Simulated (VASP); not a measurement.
A run of VASP 6.6.1 is set up as follows.

File INCAR:

```
PREC = Accurate
ENCUT = 520
EDIFF = 1E-7
ISMEAR = 0
SIGMA = 0.02
LREAL = F
LASPH = T
NELM = 60
ALGO = Normal
ISIF = 3
LWAVE = F
LCHARG = F
GGA = PE
IVDW = 12
IBRION = 2
NSW = 80
EDIFFG = -0.002
```

File KPOINTS:

```
regular mesh
0
Gamma
  3 3 1
```

The input POSCAR:

```
BN                                      
1.0
    2.5061327552     -0.0000000000      0.0000000000
   -1.2530663776      2.1703746265     -0.0000000000
    0.0000000000      0.0000000000      7.0688777228
  B               N             
     2     2
Direct
     0.3333333300000021    0.6666666699999979    0.2500000000000000
     0.6666666699999979    0.3333333300000021    0.7500000000000000
     0.3333333300000021    0.6666666699999979    0.7500000000000000
     0.6666666699999979    0.3333333300000021    0.2500000000000000
```

Potentials or basis: VASP PAW PBE potentials, release 64 (B, N).

Launch:

```sh
$ cat potpaw_PBE.64/B/POTCAR potpaw_PBE.64/N/POTCAR > POTCAR
$ mpirun -np 1 vasp_std > vasp.out
```

Task: Estimate the relaxed volume.

Result: 9.77 Å³/atom.

Task: Predict the dispersion energy per atom.

Result: -0.128 eV.

Task: Estimate the band gap on the k mesh.

Result: 4.73 eV, direct.

Final structure:
```
B N
1.0
     2.50629    0.00000    0.00000
    -1.25314    2.17051    0.00000
     0.00000    0.00000    7.18267
B N
2 2
Direct
  0.33333 0.66667 0.25000
  0.66667 0.33333 0.75000
  0.33333 0.66667 0.75000
  0.66667 0.33333 0.25000
```

Caveat: the k mesh is coarse (spacing up to 0.96 Å⁻¹), so the values aren't converged; an odd mesh through Γ misses points on the zone boundary, where band edges often lie. As with any semilocal functional, this PBE gap is likely too small.
